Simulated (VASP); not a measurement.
## BaS: G0W0 quasiparticle levels with PBE

The system is BaS.

```
Ba S
1.0
     0.00000    3.19375    3.19375
     3.19375    0.00000    3.19375
     3.19375    3.19375    0.00000
Ba S
1 1
Direct
  0.00000 0.00000 0.00000
  0.50000 0.50000 0.50000
```

* Program: VASP 6.6.1
* Task: G0W0 quasiparticle levels
* Functional: PBE
* Potentials or basis: VASP PAW PBE potentials, release 64 (Ba_sv_GW, S_GW)
* Cutoff: 500 eV
* k mesh: 4 × 4 × 4
* Occupations: gaussian, width 0.01 eV
* Spin: no spin polarisation
* Cutoff of the response function: 100
* Frequency points: 48
* Empty bands: 219
* GW scheme: G0W0
* GW iterations: 1
* Further INCAR settings: ALGO = EVGW0; EDIFF = 1e-08; NBANDS = 227

| Item | Value |
| --- | --- |
| Band gap on the k mesh, mean-field level | 2.20 eV, indirect (least direct gap 2.31 eV) |
| Quasiparticle gap | 3.37 eV |
| Least direct quasiparticle gap | 3.50 eV |

Levels at points of the mesh, in eV from the valence-band top:
```csv
k point,band 5,band 6,band 7,band 8,band 9,band 10,band 11,band 12
"(0.00, 0.00, 0.00)",-10.29,0.00,0.00,0.00,3.69,3.96,3.96,3.96
"(0.50, 0.00, 0.00)",-9.04,-1.86,-1.01,-1.01,5.55,5.63,6.41,6.41
"(0.50, 0.50, 0.00)",-10.20,-0.45,-0.11,-0.11,2.20,6.02,6.12,7.80
```

Wall time 5.2 min on 1 thread of AMD EPYC 9R45 (Zen 5), on a shared host, peak memory 0.68 GiB.

Caveat: the k mesh is coarse (spacing up to 0.43 Å⁻¹), so the values aren't converged; bands, screening cutoff and mesh are small and nothing is extrapolated, so the quasiparticle values aren't converged; spin-orbit coupling is left out, which moves the levels of the heavy elements. A k mesh can miss the band edges.
